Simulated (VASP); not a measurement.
# Ca in VASP: further runs, part 2 of 2

VASP 6.6.1.

## Step 4: Single point, PBE

INCAR reads:

```
SYSTEM = Ca
PREC     = Accurate       ! precision mode
ENCUT    = 600            ! plane-wave cutoff, eV
EDIFF    = 1E-6           ! SCF threshold, eV
ISMEAR   = -1             ! smearing method
SIGMA    = 0.05           ! smearing width, eV
LREAL    = .False.        ! projectors in reciprocal space
LASPH    = .True.         ! aspherical terms in the spheres
NELM     = 100            ! most SCF steps
ALGO     = Normal         ! electronic algorithm
ISIF     = 2              ! what is computed and relaxed
LWAVE    = .False.        ! write WAVECAR
LCHARG   = .False.        ! write CHGCAR
LDIPOL   = .True.       
IDIPOL   = 3            
DIPOL    = 0.5 0.5 0.500
GGA      = PE             ! functional
NBANDS   = 28             ! bands
```

KPOINTS reads:

```
Automatic mesh
0
Gamma
  5 5 1
  0 0 0
```

POSCAR reads:

```
Ca
1.0
    4.1929749200      0.0000000000      0.0000000000
    0.0000000000      4.2034636200      0.0000000000
    0.0000000000      0.0000000000     24.7814098400
Ca
5
Direct
    0.0000000000      0.0000000000      0.3026462194
    0.5000000000      0.5000000000      0.4013231097
    0.0000000000      0.0000000000      0.5000000000
    0.5000000000      0.5000000000      0.5986768903
    0.0000000000      0.0000000000      0.6973537806
```

Potentials or basis: VASP PAW PBE potentials, release 64 (Ca_pv).

Command:

```sh
$ cat potpaw_PBE.64/Ca_pv/POTCAR > POTCAR
$ mpirun -np 1 vasp_std > vasp.out
```

OUTCAR:

```text
SYSTEM = Ca
   PREC = Accurate
   ENCUT = 600
   EDIFF = 1E-6
   ISMEAR = -1
   LREAL = .False.
   LASPH = .True.
   NELM = 100
   ISIF = 2
   GGA = PE

 ion  position               nearest neighbor table
   1  0.000  0.000  0.303-   2 3.85   2 3.85   2 3.85   2 3.85
   2  0.500  0.500  0.401-   1 3.85   3 3.85   1 3.85   3 3.85   1 3.85   3 3.85   1 3.85   3 3.85

   3  0.000  0.000  0.500-   2 3.85   4 3.85   2 3.85   4 3.85   2 3.85   4 3.85   2 3.85   4 3.85

   4  0.500  0.500  0.599-   3 3.85   5 3.85   3 3.85   5 3.85   3 3.85   5 3.85   3 3.85   5 3.85

   5  0.000  0.000  0.697-   4 3.85   4 3.85   4 3.85   4 3.85

  LATTYP: Found a simple orthorhombic cell.
 ALAT       =     4.1929749200
 B/A-ratio  =     1.0025014936
 C/A-ratio  =     5.9102213376

  Lattice vectors:

 A1 = (   4.1929749200,   0.0000000000,   0.0000000000)
 A2 = (   0.0000000000,   4.2034636200,   0.0000000000)
 A3 = (   0.0000000000,   0.0000000000,  24.7814098400)

Analysis of symmetry for initial positions (statically):
=====================================================================
 Subroutine PRICEL returns:
 Original cell was already a primitive cell.

 Routine SETGRP: Setting up the symmetry group for a
 simple orthorhombic supercell.

 Subroutine GETGRP returns: Found  8 space group operations
 (whereof  8 operations were pure point group operations)
 out of a pool of  8 trial point group operations.

The static configuration has the point symmetry D_2h.

Analysis of symmetry for dynamics (positions and initial velocities):
=====================================================================
 Subroutine PRICEL returns:
 Original cell was already a primitive cell.

 Routine SETGRP: Setting up the symmetry group for a
 simple orthorhombic supercell.

 Subroutine GETGRP returns: Found  8 space group operations
 (whereof  8 operations were pure point group operations)
 out of a pool of  8 trial point group operations.

The dynamic configuration has the point symmetry D_2h.

 Subroutine INISYM returns: Found  8 space group operations
 (whereof  8 operations are pure point group operations),
 and found     1 'primitive' translations

----------------------------------------------------------------------------------------

                                     Primitive cell

  volume of cell :     436.7728

  direct lattice vectors                    reciprocal lattice vectors
     4.192974920  0.000000000  0.000000000     0.238494153  0.000000000  0.000000000
     0.000000000  4.203463620  0.000000000     0.000000000  0.237899050  0.000000000
     0.000000000  0.000000000 24.781409840     0.000000000  0.000000000  0.040352829

  length of vectors
     4.192974920  4.203463620 24.781409840     0.238494153  0.237899050  0.040352829

  position of ions in fractional coordinates (direct lattice)
     0.000000000  0.000000000  0.302646219
     0.500000000  0.500000000  0.401323110
     0.000000000  0.000000000  0.500000000
     0.500000000  0.500000000  0.598676890
     0.000000000  0.000000000  0.697353781

  ion indices of the primitive-cell ions
   primitive index   ion index
                 1           1
                 2           2
                 3           3
                 4           4
                 5           5

----------------------------------------------------------------------------------------
[... 37 lines left out ...]
   number of dos      NEDOS =    301   number of ions     NIONS =      5
   total plane-waves  NPLWV = 259200
   dimension x,y,z NGX =    36 NGY =   36 NGZ =  200
   dimension x,y,z NGXF=    72 NGYF=   72 NGZF=  400
   ions per type =               5
   NGX,Y,Z   is equivalent  to a cutoff of  14.27, 14.24, 13.42 a.u.
   NGXF,Y,Z  is equivalent  to a cutoff of  28.55, 28.48, 26.83 a.u.
 SYSTEM =  Ca
   PREC   = accura    normal or accurate (medium, high low for compatibility)
   ISTART =      0    job   : 0-new  1-cont  2-samecut
   ICHARG =      2    charge: 1-file 2-atom 10-const
   ISPIN  =      1    spin polarized calculation?
   LNONCOLLINEAR =      F non collinear calculations
   LSORBIT =      F    spin-orbit coupling
   LASPH  =      T    aspherical Exc in radial PAW
   ENCUT  =  600.0 eV  44.10 Ry    6.64 a.u.   8.37  8.40 49.49*2*pi/ulx,y,z
   NELM   =    100;   NELMIN=  2; NELMDL= -5     # of ELM steps
   EDIFF  = 0.1E-05   stopping-criterion for ELM
   LREAL  =      F    real-space projection
   EDIFFG = 0.1E-04   stopping-criterion for IOM
   NSW    =      0    number of steps for IOM
   IBRION =     -1    ionic relax: 0-MD 1-quasi-New 2-CG
   NFREE  =      0    steps in history (QN), initial steepest desc. (CG)
   ISIF   =      2    stress and relaxation
   ISYM   =      2    0-nonsym 1-usesym 2-fastsym
   POTIM  = 0.5000    time-step for ionic-motion
   TEBEG  =    0.0;   TEEND  =   0.0 temperature during run
   PSTRESS=    0.0 pullay stress
   NELECT =      40.0000    total number of electrons
   NUPDOWN=      -1.0000    fix difference up-down
   EMIN   =  10.00;   EMAX   =-10.00  energy-range for DOS
   EFERMI =   0.00;   METHOD = LEGACY
   ISMEAR =    -1;   SIGMA  =   0.05  broadening in eV -4-tet -1-fermi 0-gaus
   EFERMI_NEDOS =   21; number of points for ismear=-14 and -15
   IALGO  =     38    algorithm
   IMIX   =      4    mixing-type and parameters
     AMIX     =   0.40;   BMIX     =  1.00
     AMIX_MAG =   1.60;   BMIX_MAG =  1.00
  volume/ion in A,a.u.               =      87.35       589.50
  Fermi-wavevector in a.u.,A,eV,Ry     =   0.737921  1.394468  7.408737  0.544527
  Thomas-Fermi vector in A             =   1.831718
   LORBIT       =      0    0 simple, 1 ext, 2 COOP (PROOUT), +10 PAW based schemes
   GGA     = PE    functional components
   LHFCALC =     F    Hartree Fock is set to
   AEXX    =    0.0000 exact exchange contribution
   IVDW    =     0    specifies the selected vdW correction
   LEPSILON=     F    determine dielectric tensor
   LRPA    =     F    only Hartree local field effects (RPA)
 non-spin polarized calculation
  energy-cutoff  :      600.00
  volume of cell :      436.77
 maximum number of plane-waves:     14609
 NGX is ok and might be reduce to    36
   NGX = 17   NGY = 17   NGZ = 99

 dipolmoment           0.000000      0.000000     -0.000000 electrons x Angstroem

 number of electron      39.9999993 magnetization

 dipolmoment           0.000000      0.000000      0.000000 electrons x Angstroem

 Free energy of the ion-electron system (eV)
  ---------------------------------------------------
  ext. energy  EPLUGINS =         0.00000000
  ---------------------------------------------------
  free energy    TOTEN  =        -8.58193419 eV

  energy without entropy =       -8.52379774  energy(sigma->0) =       -8.55286597

 E-fermi :  -0.2489     XC(G=0):  -4.5108

 val. band max:       -0.2517833469   @ k =   0.2000   0.2000   0.0000
 cond. band min:      -0.2078442376   @ k =   0.2000   0.4000   0.0000
 fundamental gap:      0.0439391093
 Fermi energy:        -0.2489433606

 k-point     1 :       0.0000    0.0000    0.0000
  band No.  band energies     occupation
      1     -24.0218      2.00000
      2     -24.0218      2.00000
      3     -23.9420      2.00000
      4     -23.9420      2.00000
      5     -23.9415      2.00000
      6     -23.9415      2.00000
[... 268 lines left out ...]
     27       0.4920      0.00000
     28       0.5870      0.00000

------------------------ aborting loop because EDIFF is reached ----------------------------------------

 vacuum level on the upper side and lower side of the slab       (xc-potential included)        -0.267        -0.267

  FORCE on cell =-STRESS in cart. coord.  units (eV):
  Direction    XX          YY          ZZ          XY          YZ          ZX
  --------------------------------------------------------------------------------------
  -------------------------------------------------------------------------------------
  Total       -1.9778220     -2.0607643     -0.1583696      0.0000000      0.0000000      0.0000000
  in kB       -7.2550800     -7.5593307     -0.5809339      0.0000000      0.0000000      0.0000000
  external PRESSURE =      -5.1317815 kB  Pullay stress =       0.0000000 kB

 VOLUME and BASIS-vectors are now :
 -----------------------------------------------------------------------------
  energy-cutoff  :      600.00
  volume of cell :      436.77
      direct lattice vectors                 reciprocal lattice vectors
     4.192974920  0.000000000  0.000000000     0.238494153  0.000000000  0.000000000
     0.000000000  4.203463620  0.000000000     0.000000000  0.237899050  0.000000000
     0.000000000  0.000000000 24.781409840     0.000000000  0.000000000  0.040352829

 POSITION                                       TOTAL-FORCE (eV/Angst)
 -----------------------------------------------------------------------------------
      0.00000      0.00000      7.50000         0.000000      0.000000      0.017441
      2.09649      2.10173      9.94535         0.000000      0.000000     -0.002751
      0.00000      0.00000     12.39070         0.000000      0.000000      0.000000
      2.09649      2.10173     14.83606         0.000000     -0.000000      0.002751
      0.00000      0.00000     17.28141         0.000000      0.000000     -0.017441
 -----------------------------------------------------------------------------------
    total drift:                                0.000000      0.000000      0.000000

  FREE ENERGIE OF THE ION-ELECTRON SYSTEM (eV)
  ---------------------------------------------------
  free  energy   TOTEN  =        -8.5819341909 eV

  energy  without entropy=       -8.5237977447  energy(sigma->0) =       -8.55286597

 vacuum level on the upper side and lower side of the slab         2.302         2.302
```

Wall time 2.5 min (1 thread of Intel Xeon Platinum 8488C (Sapphire Rapids), shared host); peak memory 0.57 GiB.

Results:

| Property | Result |
| --- | --- |
| Free energy | -8.5819 eV |
| Largest force | 0.017 eV/Å |
| Band gap on the k mesh | none (metal or under the smearing width) |

Forces in eV/Å, atoms in the order of the input:
```
Ca   0.000  0.000  0.017
Ca   0.000  0.000 -0.003
Ca   0.000  0.000  0.000
Ca   0.000  0.000  0.003
Ca   0.000  0.000 -0.017
```

## Step 5: Summary

| task | level | potentials or basis | cell | cutoff (eV) | atoms held fixed (from 0) | gap on the mesh (eV) | largest force (eV/Å) |
| --- | --- | --- | --- | --- | --- | --- | --- |
| relaxation of the atoms | RPBE+D4 | VASP PAW PBE potentials, release 64 (Ca_sv) | atoms relaxed | 520 | [0, 1] | none | - |
| single point | PBE | VASP PAW PBE potentials, release 64 (Ca_sv) | as given | 600 | - | none | 0.01 |
| single point | PBE | VASP PAW PBE potentials, release 64 (Ca_pv) | as given | 600 | - | none | 0.02 |

Alike in all rows: no spin polarisation; k mesh 5 × 5 × 1; smearing fermi-dirac 0.05 eV.

Caveats: the PAW data sets were made with another functional, which shifts forces and pressure a little (some runs).

Absolute energies hang on the potentials; compare differences alone.
